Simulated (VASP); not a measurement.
# BN (P6_3/mmc) in VASP: relaxation of cell and atoms with r2SCAN

Aim: the relaxation of cell and atoms of BN with r2SCAN.

Program: VASP 6.6.1. These are calculated values, not measurements. Logs are shortened: lines on timing, memory, paths and dates and some standing lists are left out, and cuts for length are marked.

### 1 The crystal as given

The structure is hexagonal, space group P6_3/mmc (No. 194). Conventional cell: a = 2.498 Å, b = 2.498 Å, c = 6.636 Å, α = 90.00°, β = 90.00°, γ = 120.00°. B (site symmetry -6m2) has 3 N at 1.44 Å as nearest neighbours. Around N (site symmetry -6m2) lie 3 B at 1.44 Å.

### 2 Relaxation of cell and atoms, r2SCAN

INCAR reads:

```
SYSTEM = BN
PREC = Accurate
ENCUT = 600
EDIFF = 1E-7
ISMEAR = 0
SIGMA = 0.02
LREAL = .False.
LASPH = .True.
NELM = 60
ALGO = Normal
ISIF = 3
LWAVE = .False.
LCHARG = .False.
METAGGA = R2SCAN
LMIXTAU = .True.
IBRION = 2
NSW = 80
EDIFFG = -0.004
```

KPOINTS reads:

```
Automatic mesh
0
Gamma
  12 12 4
  0 0 0
```

POSCAR reads:

```
BN
1.0
    2.4982400000      0.0000000000      0.0000000000
   -1.2491200000      2.1635393000      0.0000000000
    0.0000000000      0.0000000000      6.6357000000
B N
2 2
Direct
    0.3333333300      0.6666666700      0.2500000000
    0.6666666700      0.3333333300      0.7500000000
    0.3333333300      0.6666666700      0.7500000000
    0.6666666700      0.3333333300      0.2500000000
```

Potentials or basis: VASP PAW PBE potentials, release 64 (B, N).

On the command line:

```sh
> cat potpaw_PBE.64/B/POTCAR potpaw_PBE.64/N/POTCAR > POTCAR
> mpirun -np 1 vasp_std > vasp.out
```

OUTCAR:

```text
SYSTEM = BN
   PREC = Accurate
   ENCUT = 600
   EDIFF = 1E-7
   ISMEAR = 0
   LREAL = .False.
   LASPH = .True.
   NELM = 60
   ISIF = 3
   METAGGA = R2SCAN
   IBRION = 2
   NSW = 80
   EDIFFG = -0.004

 ion  position               nearest neighbor table
   1  0.333  0.667  0.250-   4 1.44   4 1.44   4 1.44
   2  0.667  0.333  0.750-   3 1.44   3 1.44   3 1.44
   3  0.333  0.667  0.750-   2 1.44   2 1.44   2 1.44
   4  0.667  0.333  0.250-   1 1.44   1 1.44   1 1.44

  LATTYP: Found a hexagonal cell.
 ALAT       =     2.4982400000
 C/A-ratio  =     2.6561499296

  Lattice vectors:

 A1 = (   2.4982400000,   0.0000000000,   0.0000000000)
 A2 = (  -1.2491200000,   2.1635393000,   0.0000000000)
 A3 = (   0.0000000000,   0.0000000000,   6.6357000000)

Analysis of symmetry for initial positions (statically):
=====================================================================
 Subroutine PRICEL returns:
 Original cell was already a primitive cell.

 Routine SETGRP: Setting up the symmetry group for a
 hexagonal supercell.

 Subroutine GETGRP returns: Found 24 space group operations
 (whereof 12 operations were pure point group operations)
 out of a pool of 24 trial point group operations.

The static configuration has the point symmetry D_3d.
 The point group associated with its full space group is D_6h.

Analysis of symmetry for dynamics (positions and initial velocities):
=====================================================================
 Subroutine PRICEL returns:
 Original cell was already a primitive cell.

 Routine SETGRP: Setting up the symmetry group for a
 hexagonal supercell.

 Subroutine GETGRP returns: Found 24 space group operations
 (whereof 12 operations were pure point group operations)
 out of a pool of 24 trial point group operations.

The dynamic configuration has the point symmetry D_3d.
 The point group associated with its full space group is D_6h.

 Subroutine INISYM returns: Found 24 space group operations
 (whereof 12 operations are pure point group operations),
 and found     1 'primitive' translations

----------------------------------------------------------------------------------------

                                     Primitive cell

  volume of cell :      35.8662

[... 126 lines left out ...]
  energy-cutoff  :      600.00
  volume of cell :       35.87
 maximum number of plane-waves:      1224
 NGX is ok and might be reduce to    20
   NGX =  9   NGY =  9   NGZ = 27

--------------------------------------- Ionic step        1  -------------------------------------------

 number of electron      15.9999998 magnetization

 Free energy of the ion-electron system (eV)
  ---------------------------------------------------
  ext. energy  EPLUGINS =         0.00000000
  ---------------------------------------------------
  free energy    TOTEN  =       -38.59534452 eV

  energy without entropy =      -38.59534452  energy(sigma->0) =      -38.59534452

------------------------ aborting loop because EDIFF is reached ----------------------------------------

  FORCE on cell =-STRESS in cart. coord.  units (eV):
  Direction    XX          YY          ZZ          XY          YZ          ZX
  --------------------------------------------------------------------------------------
  -------------------------------------------------------------------------------------
  Total        0.4339503      0.4339503      0.1862819      0.0000000      0.0000000      0.0000000
  in kB       19.3849612     19.3849611      8.3213830      0.0000000      0.0000000      0.0000000
  external PRESSURE =      15.6971017 kB  Pullay stress =       0.0000000 kB
[... 95 lines left out ...]
  FREE ENERGIE OF THE ION-ELECTRON SYSTEM (eV)
  ---------------------------------------------------
  free  energy   TOTEN  =       -38.5962285365 eV

  energy  without entropy=      -38.5962285365  energy(sigma->0) =      -38.59622854

[... ionic steps 4 to 8 ...]

--------------------------------------- Ionic step        9  -------------------------------------------

 number of electron      16.0000000 magnetization

------------------------ aborting loop because EDIFF is reached ----------------------------------------
[... 71 lines left out ...]
--------------------------------------- Ionic step       11  -------------------------------------------

 number of electron      16.0000000 magnetization

 Free energy of the ion-electron system (eV)
  ---------------------------------------------------
  ext. energy  EPLUGINS =         0.00000000
  ---------------------------------------------------
  free energy    TOTEN  =       -38.59878974 eV

  energy without entropy =      -38.59878974  energy(sigma->0) =      -38.59878974

 E-fermi :   1.9390     XC(G=0): -10.5404

 val. band max:        1.7823704781   @ k =   0.3333   0.3333   0.5000
 cond. band min:       6.6986940070   @ k =   0.5000  -0.0000   0.0000
 fundamental gap:      4.9163235289
 Fermi energy:         1.9390418811

 k-point     1 :       0.0000    0.0000    0.0000
  band No.  band energies     occupation
      1     -16.9941      2.00000
      2     -16.7639      2.00000
      3      -4.4765      2.00000
      4      -2.5844      2.00000
      5       0.4307      2.00000
      6       0.4307      2.00000
      7       0.4595      2.00000
      8       0.4595      2.00000
      9       7.2108      0.00000
     10      12.4523      0.00000
     11      14.1069      0.00000
     12      14.1069      0.00000
[... 331 lines left out ...]
 k-point    24 :       0.3333    0.0000    0.2500
  band No.  band energies     occupation
      1     -14.9189      2.00000
      2     -14.8029      2.00000
      3      -5.3928      2.00000
      4      -5.3486      2.00000
      5      -1.9177      2.00000
      6      -1.8835      2.00000
      7      -1.3725      2.00000
      8      -0.2993      2.00000
      9       9.3357      0.00000
     10       9.8372      0.00000
     11      11.2467      0.00000
     12      12.7446      0.00000

 [... further k-points ...]

------------------------ aborting loop because EDIFF is reached ----------------------------------------

  FORCE on cell =-STRESS in cart. coord.  units (eV):
  Direction    XX          YY          ZZ          XY          YZ          ZX
  --------------------------------------------------------------------------------------
  -------------------------------------------------------------------------------------
  Total        0.0013774      0.0013774      0.0006781      0.0000000      0.0000000     -0.0000000
  in kB        0.0594765      0.0594765      0.0292817      0.0000000      0.0000000     -0.0000000
  external PRESSURE =       0.0494116 kB  Pullay stress =       0.0000000 kB
[... 19 lines left out ...]
  FREE ENERGIE OF THE ION-ELECTRON SYSTEM (eV)
  ---------------------------------------------------
  free  energy   TOTEN  =       -38.5987897412 eV

  energy  without entropy=      -38.5987897412  energy(sigma->0) =      -38.59878974

 reached required accuracy - stopping structural energy minimisation
```

CONTCAR:

```text
BN
   1.00000000000000
     2.5025402278660720   -0.0000000000000000    0.0000000000000000
    -1.2512701139330360    2.1672634065497496    0.0000000000000000
     0.0000000000000000   -0.0000000000000000    6.8413992822288323
  B               N
     2     2
Direct
     0.3333333300000021    0.6666666699999979    0.2500000000000000
     0.6666666699999979    0.3333333300000021    0.7500000000000000
     0.3333333300000021    0.6666666699999979    0.7500000000000000
     0.6666666699999979    0.3333333300000021    0.2500000000000000

  0.00000000E+00  0.00000000E+00  0.00000000E+00
  0.00000000E+00  0.00000000E+00  0.00000000E+00
  0.00000000E+00  0.00000000E+00  0.00000000E+00
  0.00000000E+00  0.00000000E+00  0.00000000E+00
```

Wall time 7.6 min (1 thread of Intel Xeon 6975P-C (Granite Rapids), shared host); peak memory 0.17 GiB.

What came out:

* Free energy: -38.5988 eV
* Relaxed volume: 9.28 Å³/atom
* Relaxed cell: a = 2.503 Å, b = 2.503 Å, c = 6.841 Å, α = 90.00°, β = 90.00°, γ = 120.00°
* Space group after relaxing (to 0.05 Å): P6_3/mmc (No. 194)
* Energy gained by relaxing: 0.9 meV/atom
* Ionic steps: 11
* Pressure after relaxing: 0.0 GPa
* Band gap on the k mesh: 4.92 eV, indirect (least direct gap 5.37 eV)

Step by step:
```csv
step,energy change (eV),largest force (eV/Å),pressure (GPa),volume (Å³)
1,0.0000,0.0000,1.57,35.87
2,0.0019,0.0000,-2.28,36.32
3,-0.0009,0.0000,0.16,36.03
4,-0.0012,0.0000,0.15,36.10
5,-0.0021,0.0000,0.12,36.32
6,-0.0032,0.0000,0.08,36.76
7,-0.0029,0.0000,0.04,37.63
8,-0.0034,0.0000,0.05,37.13
9,-0.0034,0.0000,0.06,37.10
10,-0.0033,0.0000,-0.49,37.17
11,-0.0034,0.0000,0.00,37.11
```

Final structure:
```cif
data_structure
_symmetry_space_group_name_H-M 'P 1'
_symmetry_Int_Tables_number 1
_cell_length_a 2.5025
_cell_length_b 2.5025
_cell_length_c 6.8414
_cell_angle_alpha 90.000
_cell_angle_beta 90.000
_cell_angle_gamma 120.000
_cell_volume 37.11
loop_
_atom_site_label
_atom_site_type_symbol
_atom_site_fract_x
_atom_site_fract_y
_atom_site_fract_z
_atom_site_occupancy
B1 B 0.33333 0.66667 0.25000 1
B2 B 0.66667 0.33333 0.75000 1
N1 N 0.33333 0.66667 0.75000 1
N2 N 0.66667 0.33333 0.25000 1
```

Levels at points of the mesh, in eV from the valence-band top:
```csv
k point,band 5,band 6,band 7,band 8,band 9,band 10,band 11,band 12
"(0.00, 0.00, 0.00)",-1.35,-1.35,-1.32,-1.32,5.43,10.67,12.32,12.32
"(0.50, 0.00, 0.00)",-4.29,-4.24,-1.36,-0.50,4.92,6.21,10.20,10.70
"(0.00, 0.00, 0.50)",-1.34,-1.34,-1.34,-1.34,7.76,7.76,12.38,12.38
"(0.50, 0.00, 0.50)",-4.26,-4.26,-0.92,-0.92,5.36,5.36,10.63,10.63
```

Caveat: the PAW data sets were made with another functional, which shifts forces and pressure a little. A k mesh can miss the band edges.
